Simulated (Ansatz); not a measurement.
# How BaTe (Fm-3m) stiffens under pressure

```xyz
2
Lattice="0.0000 3.4714 3.4714 3.4714 0.0000 3.4714 3.4714 3.4714 0.0000" Properties=species:S:1:pos:R:3 pbc="T T T"
Ba    0.0000    0.0000    0.0000
Te    3.4714    3.4714    3.4714
```

This is the zero-pressure cell. At each pressure cell and atoms are relaxed in this structure, and the constants are slopes of the stress at strains of ±0.005 with relaxed ions (the coefficients that govern stability under load). Level: PBEsol, PAW on Ansatz 0.2.0's default frozen-core files (fitted under PBE), scalar-relativistic; k mesh 6×6×6, strains of ±0.005, fixed occupations, cutoff 420 eV. P is the pressure of the relaxed cell, less that of this one.

```tsv
P (GPa)	V/V₀	C11 (GPa)	C12 (GPa)	C44 (GPa)
0.00	1.0000	78.1	9.0	11.1
1.01	?	?	?	?
1.98	0.9468	100.6	10.5	10.2
4.00	0.9048	122.5	12.0	9.2
7.01	0.8562	153.8	13.9	7.5
10.00	0.8182	183.7	15.8	5.6
14.97	0.7692	231.3	18.6	2.4
```

Question: Does the bulk modulus from the constants agree with the pressure-volume curve?

Answer: A third-order Birch-Murnaghan fit to the volumes shown (F against f, f = [(V₀/V)^(2/3) − 1]/2) gives B₀ = 32.1 GPa and B′ = 4.3. Its −V dP/dV stands beside (C11 + 2C12)/3:

```
P (GPa)  from P(V)  from the constants
   0.00       32.1                32.1
   1.98       40.5                40.6
   4.00       48.7                48.8
   7.01       60.5                60.6
  10.00       71.8                71.8
  14.97       90.2                89.5
```

Question: What are the pressure derivatives at zero pressure?

Answer: Slopes at V₀ of quadratic fits in −ln(V/V₀) through the first four rows shown, divided by B₀: dC11/dP = 11.4, dC12/dP = 0.8, dC44/dP = -0.4. The mean slopes up to 4.0 GPa are 11.1, 0.7, -0.5; curvature and scatter of the constants part the two. The combination (dC11/dP + 2 dC12/dP)/3 = 4.3 stands against B′.

Question: Fill the row at 1.01 GPa.

Answer: Cubic fits in −ln(V/V₀) through all rows shown give C11 = 89.7, C12 = 9.8, C44 = 10.6 GPa. Computed: V/V₀ = 0.9710, C11 (GPa) = 89.7, C12 (GPa) = 9.8, C44 (GPa) = 10.6.

Question: Does a shear stiffness soften?

Answer: C44 goes from 11.1 to 2.4 GPa; (C11 − C12)/2 goes from 34.5 to 106.3 GPa. C44 softens under pressure, though the lattice stays mechanically stable over this range.

Caveats: no other phase was computed; many crystals of this kind change structure within this range, and rows or crossings beyond such a change describe a metastable lattice; frozen-core PAW files fitted under PBE, their cores solved anew for the functional of the run; phonons weren't checked at these pressures.
